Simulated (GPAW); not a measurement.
# BP (F-43m) in GPAW: a series of runs, part 2 of 2

GPAW 26.7.0.

### 3 Single point, PBE

Input file run.py:

```python
import spglib
from ase import Atoms
from ase.dft.bandgap import bandgap
from ase.io import read, write
from ase.units import GPa
from gpaw import GPAW, PW

atoms = read('BP.cif')
cell, positions, numbers = spglib.find_primitive(
    (atoms.cell[:], atoms.get_scaled_positions(), atoms.numbers), symprec=1e-4)
atoms = Atoms(numbers, cell=cell, scaled_positions=positions, pbc=True)

calc = GPAW(mode=PW(800),
            xc='PBE',
            kpts={'size': (13, 13, 13), 'gamma': True},
            occupations={'name': 'fermi-dirac', 'width': 0.05},
            nbands=11,
            convergence={'density': 1e-05, 'energy': 1e-05},
            maxiter=80,
            txt='gpaw.txt')
atoms.calc = calc
energy = atoms.get_potential_energy()
forces = atoms.get_forces()
stress = atoms.get_stress()
calc.write('gs.gpw')
write('result.traj', atoms)
print(f'Energy: {energy:.6f} eV')
print('Forces (eV/A):')
print(forces.round(4))
print('Stress (GPa):', (stress / GPa).round(3))
print('Fermi level:', round(calc.get_fermi_level(), 4), 'eV')
print(f'Gap: {bandgap(calc)[0]:.4f} eV, direct: {bandgap(calc, direct=True)[0]:.4f} eV')
```

Input file BP.cif:

```cif
data_BP
_cell_length_a 4.53800000
_cell_length_b 4.53800000
_cell_length_c 4.53800000
_cell_angle_alpha 90.00000000
_cell_angle_beta 90.00000000
_cell_angle_gamma 90.00000000
_space_group_name_H-M_alt 'F-43m'
_space_group_name_Hall 'F -4 2 3'
_space_group_IT_number 216
loop_
_space_group_symop_operation_xyz
'x,y,z'
'y,-x,-z'
'-x,-y,z'
'-y,x,-z'
'x,-y,-z'
'y,x,z'
'-x,y,-z'
'-y,-x,z'
'z,x,y'
'-z,y,-x'
'z,-x,-y'
'-z,-y,x'
'-z,x,-y'
'z,y,x'
'-z,-x,y'
'z,-y,-x'
'y,z,x'
'-x,-z,y'
'-y,z,-x'
'x,-z,-y'
'-y,-z,x'
'x,z,y'
'y,-z,-x'
'-x,z,-y'
'x,y+1/2,z+1/2'
'y,-x+1/2,-z+1/2'
'-x,-y+1/2,z+1/2'
'-y,x+1/2,-z+1/2'
'x,-y+1/2,-z+1/2'
'y,x+1/2,z+1/2'
'-x,y+1/2,-z+1/2'
'-y,-x+1/2,z+1/2'
'z,x+1/2,y+1/2'
'-z,y+1/2,-x+1/2'
'z,-x+1/2,-y+1/2'
'-z,-y+1/2,x+1/2'
'-z,x+1/2,-y+1/2'
'z,y+1/2,x+1/2'
'-z,-x+1/2,y+1/2'
'z,-y+1/2,-x+1/2'
'y,z+1/2,x+1/2'
'-x,-z+1/2,y+1/2'
'-y,z+1/2,-x+1/2'
'x,-z+1/2,-y+1/2'
'-y,-z+1/2,x+1/2'
'x,z+1/2,y+1/2'
'y,-z+1/2,-x+1/2'
'-x,z+1/2,-y+1/2'
'x+1/2,y,z+1/2'
'y+1/2,-x,-z+1/2'
'-x+1/2,-y,z+1/2'
'-y+1/2,x,-z+1/2'
'x+1/2,-y,-z+1/2'
'y+1/2,x,z+1/2'
'-x+1/2,y,-z+1/2'
'-y+1/2,-x,z+1/2'
'z+1/2,x,y+1/2'
'-z+1/2,y,-x+1/2'
'z+1/2,-x,-y+1/2'
'-z+1/2,-y,x+1/2'
'-z+1/2,x,-y+1/2'
'z+1/2,y,x+1/2'
'-z+1/2,-x,y+1/2'
'z+1/2,-y,-x+1/2'
'y+1/2,z,x+1/2'
'-x+1/2,-z,y+1/2'
'-y+1/2,z,-x+1/2'
'x+1/2,-z,-y+1/2'
'-y+1/2,-z,x+1/2'
'x+1/2,z,y+1/2'
'y+1/2,-z,-x+1/2'
'-x+1/2,z,-y+1/2'
'x+1/2,y+1/2,z'
'y+1/2,-x+1/2,-z'
'-x+1/2,-y+1/2,z'
'-y+1/2,x+1/2,-z'
'x+1/2,-y+1/2,-z'
'y+1/2,x+1/2,z'
'-x+1/2,y+1/2,-z'
'-y+1/2,-x+1/2,z'
'z+1/2,x+1/2,y'
'-z+1/2,y+1/2,-x'
'z+1/2,-x+1/2,-y'
'-z+1/2,-y+1/2,x'
'-z+1/2,x+1/2,-y'
'z+1/2,y+1/2,x'
'-z+1/2,-x+1/2,y'
'z+1/2,-y+1/2,-x'
'y+1/2,z+1/2,x'
'-x+1/2,-z+1/2,y'
'-y+1/2,z+1/2,-x'
'x+1/2,-z+1/2,-y'
'-y+1/2,-z+1/2,x'
'x+1/2,z+1/2,y'
'y+1/2,-z+1/2,-x'
'-x+1/2,z+1/2,-y'
loop_
_atom_site_label
_atom_site_type_symbol
_atom_site_symmetry_multiplicity
_atom_site_Wyckoff_symbol
_atom_site_fract_x
_atom_site_fract_y
_atom_site_fract_z
_atom_site_occupancy
P1 P 4 c 0.2500000000 0.2500000000 0.2500000000 1
B1 B 4 a 0.0000000000 0.0000000000 0.0000000000 1
```

Potentials or basis: GPAW PAW data sets (gpaw-data 1.2.1), pw.

Started as:

```bash
$ OMP_NUM_THREADS=1 python run.py
```

Wall time 12 s (1 thread of Intel Xeon 6975P-C (Granite Rapids), shared host); peak memory 0.17 GiB.

It converged, with:

```
Free energy            : -12.8948 eV
Pressure               : 1.4 GPa
Band gap on the k mesh : 1.26 eV, indirect (least direct gap 3.41 eV)
```

Levels at points of the mesh, in eV from the valence-band top:
```csv
k point,band 1,band 2,band 3,band 4,band 5,band 6,band 7
"(0.00, 0.00, 0.00)",-15.46,0.00,0.00,0.00,3.41,3.41,3.41
```

Caveat: an odd mesh through Γ misses points on the zone boundary, where band edges often lie. As with any semilocal functional, this PBE gap is likely too small.

### 4 Single point, PBE

Input file run.py:

```python
from ase.dft.bandgap import bandgap
from ase.io import write
from ase.spacegroup import crystal
from ase.units import GPa
from gpaw import GPAW, PW

# P 4c
# B 4a
atoms = crystal(['P', 'B'],
                basis=[[0.25, 0.25, 0.25],
                       [0.0, 0.0, 0.0]],
                spacegroup=216, setting=1,  # F-43m
                cellpar=[4.538, 4.538, 4.538, 90.0, 90.0, 90.0],
                primitive_cell=True)

calc = GPAW(mode=PW(800),
            xc='PBE',
            kpts={'size': (7, 7, 7), 'gamma': True},
            occupations={'name': 'fermi-dirac', 'width': 0.05},
            nbands=11,
            convergence={'density': 1e-05, 'energy': 1e-05},
            maxiter=50,
            txt='gpaw.txt')
atoms.calc = calc
energy = atoms.get_potential_energy()
forces = atoms.get_forces()
stress = atoms.get_stress()
calc.write('gs.gpw')
write('result.traj', atoms)
print(f'Energy: {energy:.6f} eV')
print('Forces (eV/A):')
print(forces.round(4))
print('Stress (GPa):', (stress / GPa).round(3))
print('Fermi level:', round(calc.get_fermi_level(), 4), 'eV')
print(f'Gap: {bandgap(calc)[0]:.4f} eV, direct: {bandgap(calc, direct=True)[0]:.4f} eV')
```

Started as:

```bash
$ OMP_NUM_THREADS=1 python run.py
```

Run time: 3.9 s. Hardware: 1 thread of Intel Xeon 6975P-C (Granite Rapids), shared host; peak memory 0.14 GiB.

Results (log left out):

| Item | Value |
| --- | --- |
| Free energy | -12.8887 eV |
| Pressure | 1.4 GPa |
| Band gap on the k mesh | 1.24 eV, indirect (least direct gap 3.40 eV) |

Levels at points of the mesh, in eV from the valence-band top:
| k point | band 2 | band 3 | band 4 | band 5 | band 6 | band 7 |
| --- | --- | --- | --- | --- | --- | --- |
| (0.00, 0.00, 0.00) | 0.00 | 0.00 | 0.00 | 3.40 | 3.40 | 3.40 |

Caveat: an odd mesh through Γ misses points on the zone boundary, where band edges often lie.

### 5 Single point, PBE

Input file run.py:

```python
from ase import Atoms
from ase.dft.bandgap import bandgap
from ase.io import write
from ase.units import GPa
from gpaw import GPAW, PW

atoms = Atoms(['P', 'B'],
              cell=[[0.0, 2.269, 2.269],
                    [2.269, 0.0, 2.269],
                    [2.269, 2.269, 0.0]],
              scaled_positions=[[0.75, 0.75, 0.75],
                                [0.0, 0.0, 0.0]],
              pbc=True)

calc = GPAW(mode=PW(800),
            xc='PBE',
            kpts={'size': (5, 5, 5), 'gamma': True},
            occupations={'name': 'fermi-dirac', 'width': 0.05},
            nbands=11,
            convergence={'density': 1e-05, 'energy': 1e-05},
            maxiter=75,
            txt='gpaw.txt')
atoms.calc = calc
energy = atoms.get_potential_energy()
forces = atoms.get_forces()
stress = atoms.get_stress()
calc.write('gs.gpw')
write('result.traj', atoms)
print(f'Energy: {energy:.6f} eV')
print('Forces (eV/A):')
print(forces.round(4))
print('Stress (GPa):', (stress / GPa).round(3))
print('Fermi level:', round(calc.get_fermi_level(), 4), 'eV')
print(f'Gap: {bandgap(calc)[0]:.4f} eV, direct: {bandgap(calc, direct=True)[0]:.4f} eV')
```

Potentials or basis: GPAW PAW data sets (gpaw-data 1.2.1), pw.

Started as:

```bash
$ OMP_NUM_THREADS=1 python run.py
```

gpaw.txt:

```text
__  _  _
 | _ |_)|_||  |
 |__||  | ||/\| - 26.7.0

Input parameters:
  mode=PW(ecut=800.0),
  convergence={'density': 1e-05, 'energy': 1e-05},
  kpts=MonkhorstPack(size=(5, 5, 5), gamma=True),
  maxiter=75,
  nbands=11,
  occupations=Occupations(name='fermi-dirac', width=0.05),
  xc=XC(name='PBE')

Diagonalizing LCAO Hamiltonian
Converting LCAO to pw mode

                  P

       B

Atoms  # Å, Bohr magnetons
|   | symbol |        x |        y |        z |    initial magnetic moments |
|---|--------|----------|----------|----------|-----------------------------|
| 0 |      P | 3.403500 | 3.403500 | 3.403500 | ( 0.0000,  0.0000,  0.0000) |
| 1 |      B | 0.000000 | 0.000000 | 0.000000 | ( 0.0000,  0.0000,  0.0000) |

Unit cell  # Å
| periodic |        x |        y |        z |  lengths |    angles |
|----------|----------|----------|----------|----------|-----------|
|      yes | 0.000000 | 2.269000 | 2.269000 | 3.208851 | 60.000000 |
|      yes | 2.269000 | 0.000000 | 2.269000 | 3.208851 | 60.000000 |
|      yes | 2.269000 | 2.269000 | 0.000000 | 3.208851 | 60.000000 |

Number of symmetries: 24
Symmetry operations  # r_c * U_cc + t_c -> r_c
|    | kind |            matrix            |
|----|------|------------------------------|
|  0 |  E   |  1, 0, 0,  0, 1, 0,  0, 0, 1 |
|  1 |  σ   |  1, 0, 0,  0, 0, 1,  0, 1, 0 |
|  2 |  σ   |  1, 0,-1,  0, 1,-1,  0, 0,-1 |
|  3 |  C3  |  1, 0,-1,  0, 0,-1,  0, 1,-1 |
|  4 |  C3  |  1,-1, 0,  0,-1, 1,  0,-1, 0 |
|  5 |  σ   |  1,-1, 0,  0,-1, 0,  0,-1, 1 |
|  6 |  σ   |  0, 1, 0,  1, 0, 0,  0, 0, 1 |
|  7 |  C3  |  0, 1, 0,  0, 0, 1,  1, 0, 0 |
|  8 |  C2  |  0, 1,-1,  1, 0,-1,  0, 0,-1 |
[... 146 lines left out ...]
|---------|-|-------------|-------|-------|
|iter:   1| |  -13.469934 | +0.12 |       |
|iter:   2| |  -13.355595 | -2.12 | -0.70 |
|iter:   3| |  -12.847688 | -1.47 | -0.74 |
|iter:   4| |  -12.841872 | -2.98 | -1.43 |
|iter:   5| |  -12.841972 | -4.05 | -1.94 |
|iter:   6| |  -12.842003 | -5.44 | -2.60 |
|iter:   7| |  -12.842003c| -7.15 | -3.70 |
|iter:   8| |  -12.842003c| -8.48c| -4.30 |
|iter:   9| |  -12.842003c| -9.44c| -5.61c|

Converged in 9 steps
Energy contributions relative to reference atoms: (reference = -9972.403226)

Energy contributions:
  Kinetic:          13.661749
  Coulomb:         -11.836643
  Zero:             -0.023476
  External:          0.000000
  Xc:              -14.643633
  Entropy:          -0.000000
  Spinorbit:         0.000000
  ----------------------------
  Free energy:     -12.842004
  Extrapolated:    -12.842003

dipole moment: (-3.361240, -3.361240, -3.361240)  # |e|*Ang

Fermi level: 8.827
Eigenvalues  # (at kpt = [0.000, 0.000, 0.000])
| band index |      eig [eV] | occ [0-2] |
|------------|---------------|-----------|
|          0 |        -7.241 |     2.000 |
|          1 |         8.226 |     2.000 |
|          2 |         8.226 |     2.000 |
|          3 |         8.226 |     2.000 |
|          4 |        11.624 |     0.000 |
|          5 |        11.624 |     0.000 |
|          6 |        11.624 |     0.000 |
|          7 |        15.615 |     0.000 |
|          8 |        19.777 |     0.000 |
|          9 |        20.243 |     0.000 |
|         10 |        20.243 |     0.000 |

Gap: 1.236 eV
Transition (v -> c):
  (s=0, k=0, n=3, [0.00, 0.00, 0.00]) -> (s=0, k=7, n=4, [0.40, 0.40, 0.00])
Direct/indirect transitions are different
Direct gap: 3.399 eV
Transition at: (s=0, k=0, n=3, [0.00, 0.00, 0.00])

Forces  # eV/Ang
|        x |        y |        z |
|----------|----------|----------|
| -0.00000 |  0.00000 | -0.00000 |  # P    0
| -0.00000 | -0.00000 |  0.00000 |  # B    1

Stress tensor  # eV/Ang^3
|         x |         y |         z |
|-----------|-----------|-----------|
| -0.010918 |  0.000000 | -0.000000 |
|  0.000000 | -0.010918 |  0.000000 |
| -0.000000 |  0.000000 | -0.010918 |

# Writing to gs.gpw (mode='')
```

Wall time 5.8 s (1 thread of Intel Xeon Platinum 8259CL at 2.50GHz (Skylake/Cascade Lake), shared host); peak memory 0.13 GiB.

Results:

```yaml
Free_energy: -12.8420 eV
Pressure: 1.7 GPa
Band_gap_on_the_k_mesh: 1.24 eV, indirect (least direct gap 3.40 eV)
```

Levels at points of the mesh, in eV from the valence-band top:
```csv
k point,band 1,band 2,band 3,band 4,band 5,band 6,band 7
"(0.00, 0.00, 0.00)",-15.47,0.00,0.00,0.00,3.40,3.40,3.40
```

Caveat: the k mesh is coarse (spacing up to 0.48 Å⁻¹), so the values aren't converged; an odd mesh through Γ misses points on the zone boundary, where band edges often lie.

### 6 Summary

| k mesh | maxiter | mesh quality | gap on the mesh (eV) | pressure (GPa) |
| --- | --- | --- | --- | --- |
| 13 × 13 × 13 | 80 | not flagged | 1.26 | 1.4 |
| 7 × 7 × 7 | 50 | not flagged | 1.24 | 1.4 |
| 5 × 5 × 5 | 75 | coarse | 1.24 | 1.7 |

Alike in all rows: task single point; level PBE; potentials or basis GPAW PAW data sets (gpaw-data 1.2.1), pw; no spin polarisation; cell as given; cutoff (eV) 800; smearing fermi-dirac 0.05 eV; other keys several, not listed.

Caveats: some runs use coarse meshes; an odd mesh through Γ misses points on the zone boundary, where band edges often lie.

Absolute energies hang on the potentials; compare differences alone.
